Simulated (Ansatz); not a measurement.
Runs of Ansatz 0.2.0 on Ni. The structure is cubic, space group Im-3m (No. 229). The conventional cell has a = 2.767 Å, b = 2.767 Å, c = 2.767 Å, α = 90.00°, β = 90.00°, γ = 90.00°. Around Ni (site symmetry m-3m) lie 8 Ni at 2.40 Å. This isn't the form of Ni at room conditions, which is fcc.

```csv
task,level,U,cell,cutoff (eV),basis error allowed,gap on the mesh (eV),pressure (GPa),moment (μB)
density of states,PBEsol+U,Ni d U = 4 eV,as given,339,0.001 eV/atom,none,-1.3,0.63
density of states,PBEsol,-,as given,339,0.001 eV/atom,none,-2.4,0.59
single point,PBEsol,-,cell strained at random at fixed volume,355,0.001 eV/atom,none,-2.0,0.58
density of states,PBEsol+U,Ni d U = 2 eV,as given,339,0.001 eV/atom,none,(a),0.60
single point,PBEsol,-,as given,339,0.001 eV/atom,none,-2.4,0.59
```

Alike in all rows: potentials or basis all-electron LAPW, scalar-relativistic; spin collinear, ferromagnetic start; k mesh 13 × 13 × 13; smearing fermi-dirac 0.05 eV.

Task: Fill in the values left out.

Result: (a) -2.2.

Caveats: the magnetic state may not be the lowest (some runs); U is the effective U less J, on atomic orbitals that reach past the spheres (some runs); the U is typed as a test and isn't derived for this compound (some runs).

A gap of «none» marks a metal or a gap under the smearing width.
